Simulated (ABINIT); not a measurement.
Write the native input for ABINIT 10.8.3 (patched build) that does the following.

* Task: band structure
* Functional: HLE16
* Potentials or basis: PseudoDojo NC SR PBE v0.4.1 standard
* Cutoff: 1116 eV
* k mesh: 13 × 13 × 13
* Occupations: fermi-dirac, width 0.05 eV
* Spin: no spin polarisation

Crystal: C.

```
C
1.0
     0.00000    1.78337    1.78337
     1.78337    0.00000    1.78337
     1.78337    1.78337    0.00000
C
2
Direct
  0.75000 0.75000 0.75000
  0.50000 0.50000 0.50000
```

This isn't the form of C at room conditions, which is graphite.

One way to write it, as run:

run.abi

```
# Datasets: ground state, then fixed potential
ndtset 2

# Pseudopotentials
pp_dirpath "./"
pseudos "C.upf"

# Structure
acell 3*1.0
rprim
     0.0000000000     3.3700808789     3.3700808789
     3.3700808789     0.0000000000     3.3700808789
     3.3700808789     3.3700808789     0.0000000000
ntypat 1
znucl 6
natom 2
typat 1 1
xcart
     2.6750550000     2.6750550000     2.6750550000
     1.7833700000     1.7833700000     1.7833700000 Angstrom

# Plane-wave basis
ecut 1115.666836 eV

# Exchange and correlation
ixc -545

# Bands and occupations
occopt 3
tsmear 0.00183747

# SCF cycle
nstep 100

# Output
iomode 3
prtwf 0
prteig 0
prtebands 0
prtden1 1
prtvha1 1
prtvclmb1 1
prtpot1 1
prtelf1 1

# Dataset 1
kptopt1 1
ngkpt1 13 13 13
nshiftk1 1
shiftk1 0.0 0.0 0.0
nband1 8
tolvrs1 1.0e-10

# Dataset 2: bands along G-X-W-K-G-L-U-W-L-K
iscf2 -2
getden2 1
nband2 12
nbdbuf2 2
tolwfr2 1.0e-12
kptopt2 -9
ndivsm2 8
prteig2 1
prtvol2 -3
kptbounds2
     0.0000000000     0.0000000000     0.0000000000
     0.5000000000     0.0000000000     0.5000000000
     0.5000000000     0.2500000000     0.7500000000
     0.3750000000     0.3750000000     0.7500000000
     0.0000000000     0.0000000000     0.0000000000
     0.5000000000     0.5000000000     0.5000000000
     0.6250000000     0.2500000000     0.6250000000
     0.5000000000     0.2500000000     0.7500000000
     0.5000000000     0.5000000000     0.5000000000
     0.3750000000     0.3750000000     0.7500000000
```

Potentials or basis: PseudoDojo NC SR PBE v0.4.1 standard.

Command:

```console
$ abinit run.abi > log 2>&1
```

It gave:

The pressure is -97.4 GPa. The band gap on the k mesh is 4.91 eV, indirect (least direct gap 5.86 eV), the band gap along the path is 4.89 eV, indirect (least direct gap 5.86 eV) and the all electrons inside the program's atomic spheres are C 4.72, 4.76 (radii [1.0584] Å).

Caveat: the cell as given lies far from equilibrium; the potentials were made for a functional far from this one; so large a pressure means that the cell lies far from this level's equilibrium, or that cutoff or potentials fall short; the potentials were made for another functional, which shifts forces and pressure.

Run time: 28 s on 1 thread of Arm Neoverse V2, with other jobs on the host, peak memory 0.12 GiB.
